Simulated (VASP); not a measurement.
**BaS: single point with PBE**

Crystal: BaS.

```xyz
2
Lattice="0.2006 3.5767 3.5767 3.5767 0.2006 3.5767 3.5767 3.5767 0.2006" Properties=species:S:1:pos:R:3 pbc="T T T"
Ba    0.0396    0.0396    0.0396
S     1.7990    1.7990    1.7990
```

The cell was built by a generator and needn't be a form met in nature.

The cell isn't the ideal one: epitaxial_111 strain -4.1%.

```json
{"Program": "VASP 6.6.1", "Task": "single point", "Functional": "PBE", "Potentials or basis": "VASP PAW PBE potentials, release 64 (Ba_sv, S)", "Cutoff": "520 eV", "k mesh": "6 × 6 × 6", "Occupations": "fermi-dirac, width 0.02 eV", "Spin": "no spin polarisation"}
```

- Pressure: 1.4 GPa
- Largest force: 0.006 eV/Å
- Band gap on the k mesh: 2.78 eV, indirect (least direct gap 3.41 eV)

Forces on the atoms (eV/Å):
```
Ba   0.004  0.004  0.004
S   -0.004 -0.004 -0.004
```

Stress tensor (GPa, compression positive):
```
 1.38 -0.48 -0.48
-0.48  1.38 -0.48
-0.48 -0.48  1.38
```

Levels at points of the mesh, in eV from the valence-band top:
| k point | band 4 | band 5 | band 6 | band 7 | band 8 | band 9 | band 10 | band 11 | band 12 | band 13 |
| --- | --- | --- | --- | --- | --- | --- | --- | --- | --- | --- |
| (0.00, 0.00, 0.00) | -11.22 | -9.96 | -0.87 | -0.66 | -0.66 | 2.78 | 5.06 | 5.06 | 6.97 | 6.97 |
| (0.50, 0.00, 0.00) | -11.26 | -9.29 | -0.60 | -0.51 | -0.48 | 4.47 | 4.76 | 5.62 | 5.77 | 6.41 |
| (0.50, 0.50, 0.00) | -11.32 | -9.05 | -1.16 | -0.07 | 0.00 | 3.44 | 4.58 | 6.25 | 6.40 | 6.59 |
| (0.50, 0.50, 0.50) | -11.25 | -9.14 | -0.81 | -0.38 | -0.38 | 4.32 | 5.22 | 5.22 | 5.52 | 6.21 |

Run time: 25 s on 1 thread of Intel(R) Xeon(R) 6975P-C (Granite Rapids), with other jobs on the host, peak memory 0.25 GiB.

Caveat: spin-orbit coupling is left out, which moves the levels of the heavy elements. A k mesh can miss the band edges.
